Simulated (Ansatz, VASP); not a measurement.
In in VASP and in Ansatz

```
CELL_PARAMETERS angstrom
0.00000 2.43229 2.43229
2.43229 0.00000 2.43229
2.43229 2.43229 0.00000
ATOMIC_POSITIONS crystal
In 0.00000 0.00000 0.00000
```

Alike in both runs: task single point; functional RPBE; k mesh 13 × 13 × 13; occupations fermi-dirac, width 0.1 eV; no spin polarisation.

|  | VASP | Ansatz |
| --- | --- | --- |
| version | VASP 6.6.1 | Ansatz 0.2.0 |
| potentials or method | VASP PAW PBE potentials, release 64 (In_d) | plane waves (420 eV) with PAW, scalar-relativistic |
| plane-wave cutoff (eV) | 520 | 420 |
| valence electrons in the cell | 13 | 13 |

|  | VASP | Ansatz | Ansatz less VASP |
| --- | --- | --- | --- |
| pressure (GPa) | 0.0 | 0.0 | +0.06 |

Caveats: the PAW data sets were made with another functional, which shifts forces and pressure a little (VASP).
